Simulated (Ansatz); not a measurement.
SiO2:

```xyz
12
Lattice="0.0000 4.7163 7.3628 2.3596 0.0000 7.3628 2.3596 4.7163 0.0000" Properties=species:S:1:pos:R:3 pbc="T T T"
Si    3.5394    7.0744   13.7944
Si    2.3596    4.7163   10.1131
Si    2.3596    4.7163    4.6125
Si    3.5394    7.0744    8.2939
O     1.1798    0.5984    3.6814
O     1.1798    4.1179    3.6814
O     2.3596    7.6728    7.3628
O     2.3596    1.7597    7.3628
O     2.9495    3.5372    5.5221
O     2.9495    5.8953    9.2035
O     1.7697    3.5372    9.2035
O     1.7697    5.8953    5.5221
```

The cell comes from a database or a generator and needn't be the stable form of this composition.

Base run:

```yaml
Program: Ansatz 0.2.0
Functional: r2SCAN
Potentials_or_basis: Ansatz PAW
Cutoff: "500 eV (not typed: the program's choice for these potentials)"
k_mesh: 7 × 7 × 7
Occupations: fermi-dirac, width 0.05 eV
Spin: no spin polarisation
```

Its results: band gap on the k mesh 6.39 eV, direct; pressure 0.1 GPa; largest force 0.066 eV/Å.

Q: The run is repeated on the same cell with these changes: functional from r2SCAN to PBE; cutoff from 500 eV (not typed: the program's choice for these potentials) to 420 eV (not typed: the program's choice for these potentials); k mesh from 7 × 7 × 7 to 3 × 3 × 3. What comes out?

A: Band gap on the k mesh 5.78 eV, direct; pressure 5.0 GPa; largest force 0.366 eV/Å.

Several settings changed at once, so the effect can't be laid on one alone.

Caveats: some runs use coarse meshes; the PAW data sets come from PBE, with cores solved anew for the run's functional, which leaves a small shift of forces and pressure (some runs); odd divisions of the mesh miss points on the zone boundary, where band edges often lie, so the gap on the mesh can be too wide (some runs).
